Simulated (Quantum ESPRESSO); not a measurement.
# Cl in Quantum ESPRESSO: the effect of target pressure

Crystal: Cl.

```xyz
4
Lattice="3.1450 -2.2500 0.0000 3.1450 2.2500 0.0000 0.0000 0.0000 8.2100" Properties=species:S:1:pos:R:3 pbc="T T T"
Cl    3.1450    0.5850    3.2840
Cl    3.1450    1.6650    7.3890
Cl    3.1450   -0.5850    4.9260
Cl    3.1450   -1.6650    0.8210
```

Alike in all runs:

- Program: Quantum ESPRESSO 7.5
- Task: phonons
- Functional: PBEsol
- Potentials or basis: PseudoDojo 0.4.1 SR PBEsol standard
- Cutoff: 789 eV
- Density cutoff: 3157 eV
- k mesh: 2 × 2 × 2, shifted
- Occupations: fermi-dirac, width 0.05 eV
- Spin: no spin polarisation

Each run relaxes the cell or the atoms first.

```csv
target pressure,relaxed volume (Å³/atom),highest phonon frequency (cm⁻¹)
5 GPa,?,?
10 GPa,16.05,476
20 GPa,14.49,479
40 GPa,12.78,500
```

Question: What does the run with target pressure 5 GPa give?

Answer: Relaxed volume 17.73 Å³/atom; highest phonon frequency 504 cm⁻¹.

Worked out: A straight line through the other rows of the relaxed volume, of slope -0.106 Å³/atom per GPa, extrapolates to 16.38 Å³/atom, against the run's 17.73. A straight line through the other rows of the highest phonon frequency, of slope 0.836 cm⁻¹ per GPa, extrapolates to 470 cm⁻¹, against the run's 504.

Caveats: all runs use coarse meshes; the volume moved by over 15 % at a fixed basis, so the end points are rough; the cell is more than 3 GPa from zero pressure, which shifts response properties.
